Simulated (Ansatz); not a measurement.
**SiO2 (P4_2/mnm), a film clamped to a substrate**

The calculation used DFT PBE, scalar-relativistic, plane waves, PAW in Ansatz. Cutoff 420 eV, Γ-centred 6×6×8 k-points, Gaussian smearing of 0.05 eV. No spin polarisation. Energies are free energies at this smearing, counted from the undisturbed cell; pressure is positive in compression.

The starting cell (relaxed at this level; this rutile-type form isn't the usual structure):

```
CELL_PARAMETERS angstrom
4.23612 0.00000 0.00000
0.00000 4.23612 0.00000
0.00000 0.00000 2.69048
ATOMIC_POSITIONS crystal
Si 0.50000 0.50000 0.50000
Si 0.00000 0.00000 0.00000
O 0.69302 0.69302 0.00000
O 0.19302 0.80698 0.50000
O 0.30698 0.30698 0.00000
O 0.80698 0.19302 0.50000
```

The cell (6 atoms, V0 = 48.28 Å³) is strained by p along both x and y and by q along z, fractional coordinates fixed. τp = (1/V0) ∂E/∂p = (σxx + σyy)(1 + p)(1 + q) and τq = (1/V0) ∂E/∂q = σzz(1 + p)², with tension positive.

| p | q | ΔE (meV/atom) | τp (GPa) | τq (GPa) |
| --- | --- | --- | --- | --- |
| 0.000 | 0.000 | 0.00 | -0.01 | 0.00 |
| -0.040 | 0.000 | 57.73 | -60.54 | -16.21 |
| 0.040 | 0.000 | 46.74 | 44.16 | 12.23 |
| 0.000 | -0.040 | 30.56 | -15.04 | -31.88 |
| 0.000 | 0.040 | 25.26 | 13.28 | 23.93 |

**Question.** Get the second derivatives of the energy density.

**Answer.** Central differences give A = ∂τp/∂p = 1309 GPa (C11 + C22 + 2 C12), C = ∂τq/∂q = 698 GPa (C33) and the cross term B = ∂τq/∂p = 356 GPa (C13 + C23); ∂τp/∂q = 354 GPa must equal B, and any difference shows higher-order terms. Steps this large leave an error of some per cent of A or C in all of these, which can swamp a small B. The ions are clamped.

**Question.** A film of this crystal grows with z along the normal on a substrate that imposes p. How does its thickness respond, and what does the misfit cost?

**Answer.** Count p and q from the stress-free cell. A free surface needs τq = 0, so q = −(B/C) p = -0.51 p. The energy density left is (A − B²/C) p²/2 = M p², with the biaxial modulus M = 564 GPa; a misfit of 1 % costs 2.83 meV/atom, against 3.29 meV/atom if the thickness were held.

At p = -0.080 the energies along q are 561.3 (q = -0.080), 367.4 (q = -0.040), 257.7 (q = 0.000), 212.8 (q = 0.040), 217.0 (q = 0.080) meV/atom.

**Question.** Does the linear rule hold at this misfit?

**Answer.** A parabola through the lowest point and its neighbours has its minimum at q = 0.057, 208.6 meV/atom. With the stress left in the starting cell, τp0 and τq0, linear elasticity gives q = −(τq0 + Bp)/C = 0.041 and E = V0(τp0 p + τq0 q + Ap²/2 + Bpq + Cq²/2)/N = 181.3 meV/atom. The energies differ by more than a tenth, so the quadratic law fails here: the gap holds the anharmonic part, with some error from the wide steps. Cubic terms also shift the vertex of so wide a parabola.

Forces appear on the atoms along this scan, and letting them relax would lower the energy and soften the response.

The film resists in-plane strain strongly, and letting its thickness adjust recovers only a modest part of the misfit energy, because the coupling between the plane and the normal is weak beside the stiffness along z. This fits the rutile-type framework, where silicon is octahedrally coordinated by strong, partly covalent Si–O bonds and edge-sharing chains of octahedra run along z. Straining the chains changes Si–O distances and the Si–Si repulsion across shared edges, with little room for soft hinge motion.

In every strained pair, compression costs more than equal extension, as expected when short-range repulsion rises steeply while bonding weakens on stretching. The same asymmetry probably explains why the film at -0.080 costs more than linear elasticity predicts; even the lowest energy actually computed there, 212.8 meV/atom, lies well above the predicted 181.3 meV/atom.

Equal strain along x and y cannot test the orthorhombic distortion towards the CaCl2-type structure, to which this phase is known to be prone under compression, so the stability of the strongly compressed film remains open.
